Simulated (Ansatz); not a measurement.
SnTe, 2 atoms in the cell. It takes space group F-43m (No. 216, cubic). Conventional cell: a = 7.222 Å, b = 7.222 Å, c = 7.222 Å, α = 90.00°, β = 90.00°, γ = 90.00°. Around Te (site symmetry -43m) lie 4 Sn at 3.13 Å. Around Sn (site symmetry -43m) lie 4 Te at 3.13 Å. Measurements of this composition are mostly on another form, of space group No. 225.

```yaml
Program: Ansatz 0.2.0
Task: projected density of states
Functional: r2SCAN0
Potentials_or_basis: Ansatz PAW
Cutoff: "500 eV (not typed: the program's choice for these potentials)"
k_mesh: 4 × 4 × 4
Occupations: fermi-dirac, width 0.05 eV
Spin: no spin polarisation
```

Potentials or basis: Ansatz PAW.

Launch:

```bash
$ ansatz run input.yaml --threads 2 --pin off --max-ram 5632MiB --backend cpu --events-out ev --progress --plain --runs-dir out
```

Hardware: 2 threads of Intel(R) Xeon(R) Platinum 8488C (Sapphire Rapids), with other jobs on the host.

Task: How long does it take, and how much memory?

Result: Run time: 42 s on 2 threads of Intel(R) Xeon(R) Platinum 8488C (Sapphire Rapids), with other jobs on the host, peak memory 1.7 GiB. Counts: scf iterations 24, plane waves 2421, k points 8, bands 21.
